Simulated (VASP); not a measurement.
# Metal contacts to MgO (001), metal over oxygen, part 2 of 2

Where does the Fermi level of Au, Pd, Pt, W, V and Cr fall in the gap of MgO?

VASP 6.6.1, plane waves and PAW; the level of theory is named at each step.

So far. Step 5 (Bulk band edges, PBEsol): The run ends at a pressure of -4.78 GPa.

### 6. Relax the interface, PBEsol

Superlattice of 10 atoms of MgO and 5 of Pt on the MgO lattice. Atoms relax, and the height is moved while the normal stress exceeds 0.4 GPa, three times at most, by secant steps.

This step took 3 runs in a row; the last is shown.

Level: PBEsol; plane waves and PAW (Mg, O, Pt).

System, named by how it was started: MgO/Pt (001), metal over oxygen. The cell holds 15 atoms: 5 Mg, 5 O and 5 Pt. Cell: a = 2.977 Å, b = 2.977 Å, c = 19.893 Å, α = 90.0°, β = 90.0°, γ = 90.0°. It derives from MgO and Pt. Superlattice of 10 atoms of MgO and 5 of Pt on the MgO lattice. The structure's axis is c.

Input file INCAR:

```
SYSTEM = MgPtO
PREC = Normal
ENCUT = 520
EDIFF = 1E-05
NELM = 120
ISMEAR = 0
SIGMA = 0.05
LREAL = Auto
ALGO = Fast
GGA = PS
NBANDS = 60
LASPH = .TRUE.
LORBIT = 11
LWAVE = .FALSE.
LCHARG = .FALSE.
KPAR = 4
IBRION = 2
NSW = 60
ISIF = 2
EDIFFG = -0.03
POTIM = 0.4
MAXMIX = 40
ISYM = 2
```

Input file POSCAR:

```
MgPtO
1.0
    2.9766057650      0.0000000000      0.0000000000
    0.0000000000      2.9766057650      0.0000000000
    0.0000000000      0.0000000000     19.8934851394
Mg O Pt
5 5 5
Direct
    0.0000000000      0.0000000000      0.9993328371
    0.5000000000      0.5000000000      0.1094518219
    0.0000000000      0.0000000000      0.2151402240
    0.5000000000      0.5000000000      0.3208286261
    0.0000000000      0.0000000000      0.4309476109
    0.5000000000      0.5000000000      0.0051235951
    0.0000000000      0.0000000000      0.1085865261
    0.5000000000      0.5000000000      0.2151402240
    0.0000000000      0.0000000000      0.3216939219
    0.5000000000      0.5000000000      0.4251568529
    0.5000000000      0.5000000000      0.5406382703
    0.0000000000      0.0000000000      0.6307388794
    0.5000000000      0.5000000000      0.7151402240
    0.0000000000      0.0000000000      0.7995415696
    0.5000000000      0.5000000000      0.8896421777
```

Input file KPOINTS:

```
Automatic mesh
0
Gamma
10 10 1
0 0 0
```

PAW data sets: Mg, O and Pt (PBE family, release 64).

Launch:

```bash
mpirun -np 4 vasp_std
```

The log of the run:

```text
[banner, memory and clock lines left out]
running    4 mpi-ranks, on    1 nodes
[...]
[... a notice as in an earlier step ...]

 LDA part: xc-table for (Slater+PW92), standard interpolation
 POSCAR, INCAR and KPOINTS ok, starting setup
[...]
entering main loop
       N       E                     dE             d eps       ncg     rms          rms(c)
DAV:   1     0.540703684631E+03    0.54070E+03   -0.45026E+04  2576   0.141E+03
DAV:   2    -0.663414914671E+02   -0.60705E+03   -0.57640E+03  2812   0.309E+02
DAV:   3    -0.105033843767E+03   -0.38692E+02   -0.38030E+02  2956   0.774E+01
DAV:   4    -0.105527320191E+03   -0.49348E+00   -0.49053E+00  2976   0.908E+00
[...]
RMM:  13    -0.945843940489E+02    0.10886E-02   -0.19265E-03  2521   0.159E-01    0.741E-02
RMM:  14    -0.945843920663E+02    0.19826E-05   -0.35047E-04  2433   0.534E-02    0.690E-02
RMM:  15    -0.945843850731E+02    0.69931E-05   -0.89165E-05  2158   0.300E-02
   1 F= -.94584385E+02 E0= -.94580804E+02  d E =-.945844E+02
[...]
N       E                     dE             d eps       ncg     rms          rms(c)
DAV:   1    -0.945844931005E+02   -0.10103E-03   -0.27473E-02  2780   0.631E-01    0.343E-02
RMM:   2    -0.945845429312E+02   -0.49831E-04   -0.58368E-04  2490   0.960E-02    0.212E-02
RMM:   3    -0.945845423458E+02    0.58538E-06   -0.52075E-05  2091   0.312E-02
   2 F= -.94584542E+02 E0= -.94580978E+02  d E =-.157273E-03
 trial-energy change:   -0.000157  1 .order   -0.000148   -0.000186   -0.000110
 step:   2.4434(harm=  2.4434)  dis= 0.00284  next Energy=   -94.584612 (dE=-0.227E-03)
 reached required accuracy - stopping structural energy minimisation
```

Run time: 75 s. Hardware: 4 MPI ranks of AMD EPYC 7R43, shared host; peak memory 1 GiB; 4.5 min of CPU time.

From OUTCAR (step 6):

```text
  Total       -7.1856305     -7.1856305      0.0070638      0.0000000      0.0000000     -0.0000000
  in kB      -65.3163568    -65.3163568      0.0642094      0.0000000      0.0000000     -0.0000000
  external PRESSURE =     -43.5228347 kB  Pullay stress =       0.0000000 kB

 POSITION                                       TOTAL-FORCE (eV/Angst)
 -----------------------------------------------------------------------------------
      2.97661      2.97661     19.88122        -0.000000      0.000000      0.022744
      1.48830      1.48830      2.17775        -0.000000     -0.000000      0.011763
      2.97661      2.97661      4.27989        -0.000000     -0.000000     -0.000000
      1.48830      1.48830      6.38203        -0.000000     -0.000000     -0.011763
      2.97661      2.97661      8.57205        -0.000000     -0.000000     -0.022744
      1.48830      1.48830      0.10248        -0.000000     -0.000000      0.009155
      0.00000      2.97661      2.16102        -0.000000     -0.000000      0.017336
      1.48830      1.48830      4.27989        -0.000000     -0.000000     -0.000000
      2.97661      2.97661      6.39876        -0.000000      0.000000     -0.017336
      1.48830      1.48830      8.45730        -0.000000     -0.000000     -0.009155
      1.48830      1.48830     10.75634        -0.000000     -0.000000      0.004988
      2.97661      2.97661     12.54784         0.000000     -0.000000      0.008299
      1.48830      1.48830     14.22663         0.000000     -0.000000     -0.000000
      2.97661      0.00000     15.90542        -0.000000     -0.000000     -0.008299
      1.48830      1.48830     17.69692        -0.000000      0.000000     -0.004988
 -----------------------------------------------------------------------------------
    total drift:                                0.000000      0.000000      0.001090

  FREE ENERGIE OF THE ION-ELECTRON SYSTEM (eV)
  ---------------------------------------------------
  free  energy   TOTEN  =       -94.5845423458 eV

  energy  without entropy=      -94.5774132999  energy(sigma->0) =      -94.58097782

[... 1 part as in an earlier step ...]

[... 3 further parts left out ...]
[key lines of the parts left out:]
E-fermi :   7.3485
```

Numbers from this step:

```
energy(sigma→0) of the program : -94.5810 eV
stress, compression positive   : xx, yy, zz -6.53, -6.53, 0.01 GPa
ionic steps                    : 2
```

### 7. Potential of the interface, PBEsol

The core potentials in the middle of the substrate's layer tie its bulk scale to this cell.

Level: PBEsol; plane waves and PAW (Mg, O, Pt).

Input file INCAR:

```
SYSTEM = MgPtO
PREC = Accurate
ENCUT = 520
EDIFF = 1E-06
NELM = 120
ISMEAR = 0
SIGMA = 0.05
LREAL = .FALSE.
ALGO = Normal
GGA = PS
NBANDS = 79
LASPH = .TRUE.
LORBIT = 11
LWAVE = .FALSE.
LCHARG = .TRUE.
KPAR = 4
LVHAR = .TRUE.
NEDOS = 1500
```

Input file POSCAR:

```
MgPtO
1.0
    2.9766057650      0.0000000000      0.0000000000
    0.0000000000      2.9766057650      0.0000000000
    0.0000000000      0.0000000000     19.8934851394
Mg O Pt
5 5 5
Direct
    0.0000000000      0.0000000000      0.9993832422
    0.5000000000      0.5000000000      0.1094704514
    0.0000000000      0.0000000000      0.2151402240
    0.5000000000      0.5000000000      0.3208099966
    0.0000000000      0.0000000000      0.4308972058
    0.5000000000      0.5000000000      0.0051512099
    0.0000000000      0.0000000000      0.1086295497
    0.5000000000      0.5000000000      0.2151402240
    0.0000000000      0.0000000000      0.3216508983
    0.5000000000      0.5000000000      0.4251292381
    0.5000000000      0.5000000000      0.5406965996
    0.0000000000      0.0000000000      0.6307511875
    0.5000000000      0.5000000000      0.7151402240
    0.0000000000      0.0000000000      0.7995292615
    0.5000000000      0.5000000000      0.8895838484
```

KPOINTS is that of step 6.

Launch:

```bash
mpirun -np 4 vasp_std
```

The log of the run:

```text
[... set-up lines as in an earlier step ...]
 entering main loop
       N       E                     dE             d eps       ncg     rms          rms(c)
DAV:   1     0.499577256920E+03    0.49958E+03   -0.43253E+04  3406   0.107E+03
DAV:   2    -0.754836358553E+02   -0.57506E+03   -0.54021E+03  3728   0.257E+02
DAV:   3    -0.105310372867E+03   -0.29827E+02   -0.29338E+02  3886   0.573E+01
DAV:   4    -0.105527046804E+03   -0.21667E+00   -0.21647E+00  3780   0.520E+00
[...]
DAV:  15    -0.945776589881E+02    0.12579E-04   -0.50321E-05  3942   0.439E-02    0.239E-02
DAV:  16    -0.945776576324E+02    0.13556E-05   -0.14673E-05  3824   0.161E-02    0.817E-03
DAV:  17    -0.945776575555E+02    0.76930E-07   -0.18515E-06  3071   0.668E-03
   1 F= -.94577658E+02 E0= -.94574096E+02  d E =-.712386E-02
```

It took 2.4 min on 4 MPI ranks; peak memory 1.5 GiB; 9 min of CPU time.

From OUTCAR (step 7):

```text
  Total       -7.2200755     -7.2200755     -0.0008795      0.0000000      0.0000000      0.0000000
  in kB      -65.6294570    -65.6294570     -0.0079948      0.0000000      0.0000000      0.0000000
  external PRESSURE =     -43.7556363 kB  Pullay stress =       0.0000000 kB

 POSITION                                       TOTAL-FORCE (eV/Angst)
 -----------------------------------------------------------------------------------
      0.00000      0.00000     19.88122         0.000000     -0.000000      0.022895
      1.48830      1.48830      2.17775         0.000000      0.000000      0.015700
      0.00000      0.00000      4.27989         0.000000     -0.000000      0.000000
      1.48830      1.48830      6.38203         0.000000      0.000000     -0.015700
      0.00000      0.00000      8.57205         0.000000      0.000000     -0.022895
      1.48830      1.48830      0.10248        -0.000000     -0.000000      0.016709
      0.00000      0.00000      2.16102         0.000000     -0.000000      0.013240
      1.48830      1.48830      4.27989         0.000000     -0.000000      0.000000
      0.00000      0.00000      6.39876         0.000000     -0.000000     -0.013240
      1.48830      1.48830      8.45730         0.000000      0.000000     -0.016709
      1.48830      1.48830     10.75634         0.000000      0.000000      0.018101
      0.00000      0.00000     12.54784         0.000000     -0.000000      0.010709
      1.48830      1.48830     14.22663         0.000000     -0.000000      0.000000
      0.00000      0.00000     15.90542         0.000000     -0.000000     -0.010709
      1.48830      1.48830     17.69692         0.000000     -0.000000     -0.018101
 -----------------------------------------------------------------------------------
    total drift:                                0.000000     -0.000000     -0.000044

  FREE ENERGIE OF THE ION-ELECTRON SYSTEM (eV)
  ---------------------------------------------------
  free  energy   TOTEN  =       -94.5776575555 eV

  energy  without entropy=      -94.5705336919  energy(sigma->0) =      -94.57409562

[... 1 part as in an earlier step ...]

[... 2 further parts left out ...]
[key lines of the parts left out:]
E-fermi :   7.3481
```

Read from the output:

```
energy(sigma→0) of the program : -94.5741 eV
stress, compression positive   : xx, yy, zz -6.56, -6.56, 0.00 GPa
```

By hand, at PBEsol: in bulk MgO the valence top lies 55.181 eV above the mean core potential (averaged over elements). Over the two or four atoms of each element nearest the middle of the MgO layer of the interface cell that potential is -50.052 eV, which puts the valence top at 5.129 eV; the Fermi level of the cell is 7.348 eV, so the hole barrier is 2.22 eV.

### 8. All members

Hybrid runs start from orbitals of a short PBEsol run, not shown.

The other members went through these steps as far as the tables show, with one cutoff; 56 runs are not shown, of which 1 ended short or failed. The session took 8.6 core hours (wall time by ranks) on a shared machine.

Line-up of core potentials from the interface at PBEsol; other levels change the bulk edges alone, each counted from the mean potential of its bulk cell. Gaps of the substrate: PBEsol 4.65 eV, HSE06 6.48 eV.

```
partner  atoms  mean in-plane stress of the strained partner, tension positive (GPa)  gap of the whole cell (eV)  largest spread of the line-up between elements of one side (eV)
     Au     15                                                                   1.1                        0.00                                                             0.03
     Pd     15                                                                   3.8                        0.00                                                             0.01
     Pt     15                                                                   7.2                        0.00                                                             0.02
      W     17                                                                 -33.9                        0.00                                                             0.01
      V     17                                                                   1.3                        0.00                                                             0.00
     Cr     17                                                                  27.5                        0.00                                                             0.01
```

At PBEsol:

| partner | Fermi level above the valence-band top, PBEsol (eV) | conduction-band bottom above the Fermi level, PBEsol (eV) |
| --- | --- | --- |
| Au | 1.95 | 2.70 |
| Pd | 2.08 | 2.57 |
| Pt | 2.22 | 2.43 |
| W | 3.48 | 1.17 |
| V | 3.74 | 0.91 |
| Cr | 3.34 | 1.31 |

At HSE06:

| partner | Fermi level above the valence-band top, HSE06 (eV) | conduction-band bottom above the Fermi level, HSE06 (eV) |
| --- | --- | --- |
| Au | 3.10 | 3.39 |
| Pd | 3.22 | 3.26 |
| Pt | 3.36 | 3.12 |
| W | 4.62 | 1.86 |
| V | 4.88 | 1.60 |
| Cr | 4.49 | 2.00 |

### 9. Results

| Item | Value |
| --- | --- |
| Au, HSE06 | hole barrier 3.10 eV, electron barrier 3.39 eV |
| Pd, HSE06 | hole barrier 3.22 eV, electron barrier 3.26 eV |
| Pt, HSE06 | hole barrier 3.36 eV, electron barrier 3.12 eV |
| W, HSE06 | hole barrier 4.62 eV, electron barrier 1.86 eV |
| V, HSE06 | hole barrier 4.88 eV, electron barrier 1.60 eV |
| Cr, HSE06 | hole barrier 4.49 eV, electron barrier 2.00 eV |

Going from PBEsol to HSE06 moves the hole barriers of Au, Pd, Pt, W, V and Cr by 1.14 eV. The height of the interface cell missed its target: the normal stress left, compression positive, is 1.4 GPa for Au. Pd, Pt, W and Cr are under more than 3 GPa of in-plane stress along one axis or both, more than a thick film would hold. The hole barrier is lowest for Au and highest for V, 1.79 eV apart. Only the edges of MgO move to HSE06; the metal's Fermi level stays that of the PBEsol run, so these barriers are estimates, not HSE06 results for the interface. All runs are without spin polarisation, which may matter for Pd, V and Cr. The two barriers add up to the substrate's gap at that level, 6.48 eV. Bulk gaps are read on the mesh alone, which can miss an indirect edge. Levels beyond the first ran on coarser meshes, which moves edges by some hundredths of an eV. The bounds that sort cases in this text are picked. The interfaces are ideal and a few layers thick: no intermixing, defects or band bending.

[Lines on the potential files, build, host, timing and source positions are cut from VASP's logs without a mark.]

[Logs are printed without paths, hosts, clocks, repeated set-up lines and the standing remarks that a program may print on its own settings, such as how far it seeks lower states.]

[Hosts, paths, dates, database ids (printed as entryN), source tags and the programs' standing remarks are cut or masked in the printed files.]

[In band tables of VASP the shares of atoms and orbitals are scaled to a sum of 1 inside the atoms' spheres.]
